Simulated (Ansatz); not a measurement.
Clusters are cut from relaxed bulk MgO (P6_3mc, not its usual structure, 12.18 Å³/atom, gap on the mesh 3.41 eV) and relaxed in a periodic box with vacuum; the excess energy counts from that bulk.

Computed with Ansatz, DFT PBE, scalar-relativistic, plane waves, PAW.

Settings: cutoff 420 eV, Γ-centred mesh 1×1×1 on the computed 8-atom cell, Gaussian smearing of 0.05 eV; collinear spin from starting moments 0.4 0.4 0.4 0.4 0.4 0.4 0.4 0.4 μB.

Start (Mg4O4, sphere cut, shaken):

```yaml
crystal:
  lattice:
    - [11.80000, 0.00000, 0.00000]
    - [0.00000, 11.70000, 0.00000]
    - [0.00000, 0.00000, 12.20000]
  atoms:
    - { symbol: Mg, position: [0.50698, 0.46231, 0.62091] }
    - { symbol: Mg, position: [0.36049, 0.37543, 0.41210] }
    - { symbol: Mg, position: [0.63599, 0.37530, 0.41969] }
    - { symbol: Mg, position: [0.49335, 0.62442, 0.42136] }
    - { symbol: O, position: [0.50212, 0.46749, 0.36701] }
    - { symbol: O, position: [0.36338, 0.37784, 0.58239] }
    - { symbol: O, position: [0.64047, 0.38239, 0.58196] }
    - { symbol: O, position: [0.49432, 0.61898, 0.58498] }
```

**Question.** Relax it.

**Answer.** The free energy falls by 547 meV/atom. It ends far from its start (an atom moved by over half a bond, or the period changed much).

- excess energy (eV per host atom): 1.266
- gap on the mesh (eV): 2.33
- highest filled level or Fermi level under vacuum (eV): 4.91
- size of the moment (μB per cell): 0.00

Relaxed structure:
```
CELL_PARAMETERS angstrom
11.80000 0.00000 0.00000
0.00000 11.70000 0.00000
0.00000 0.00000 12.20000
ATOMIC_POSITIONS crystal
Mg 0.49981 0.45870 0.63078
Mg 0.37108 0.46671 0.45518
Mg 0.55891 0.34624 0.45339
Mg 0.56849 0.57041 0.45622
O 0.49944 0.46253 0.35239
O 0.42320 0.33861 0.54605
O 0.64229 0.45363 0.54718
O 0.43389 0.58734 0.54921
```

Each run keeps its start's symmetry and one magnetic start, so lower states can exist.

The run took 2.8 min on 4 threads of Intel(R) Xeon(R) Platinum 8259CL CPU @ 2.50GHz (Skylake/Cascade Lake) (shared host), peak memory 1.4 GiB.